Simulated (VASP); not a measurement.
Write the native input for VASP 6.6.1 that does the following.

```
Task                   : single point
Functional             : PBEsol
Potentials or basis    : VASP PAW PBE potentials, release 64 (H, C)
Cutoff                 : 520 eV
k mesh                 : 6 × 6 × 6
Occupations            : gaussian, width 0.05 eV
Spin                   : no spin polarisation
Dipole correction      : no
Further INCAR settings : ALGO = Normal; EDIFF = 1e-06; NBANDS = 12
```

The structure of H4C lies in POSCAR:

```
H4C
1.0
   -2.3301892000      2.4789246809      2.4789246809
    2.3301892000     -2.4789246809      2.4789246809
    2.3301892000      2.4789246809     -2.4789246809
H C
4 1
Direct
    0.0000000000      0.0000000000      0.7463128700
    0.7463128700      0.0000000000      0.0000000000
    0.0000000000      0.7463128700      0.0000000000
    0.2536871300      0.2536871300      0.2536871300
    0.0000000000      0.0000000000      0.0000000000
```

The cell comes from a database or a generator and needn't be the stable form of this composition.

The cell isn't the ideal one: strain -0.0600 x Voigt [1, 0, 0, 0, 0, 0], atoms carried along.

One way to write it, as run:

INCAR

```
SYSTEM = H4C
PREC = Accurate
ENCUT = 520
EDIFF = 1E-6
ISMEAR = 0
SIGMA = 0.05
LREAL = .False.
LASPH = .True.
NELM = 60
ALGO = Normal
ISIF = 2
LWAVE = .False.
LCHARG = .False.
GGA = PS
NBANDS = 12
```

KPOINTS

```
regular mesh
0
Gamma
  6 6 6
  0 0 0
```

Potentials or basis: VASP PAW PBE potentials, release 64 (H, C).

The run is started by

```console
$ cat potpaw_PBE.64/H/POTCAR potpaw_PBE.64/C/POTCAR > POTCAR
$ mpirun -np 1 vasp_std > vasp.out
```

Results of the run:

```yaml
Pressure: 4.2 GPa
Largest_force: 1.140 eV/Å
Band_gap_on_the_k_mesh: 7.57 eV, direct
```

Caveat: the PAW data sets were made with another functional, which shifts forces and pressure a little.

Run time: 7.6 s on 1 thread of Intel(R) Xeon(R) 6975P-C (Granite Rapids), with other jobs on the host, peak memory 0.16 GiB.
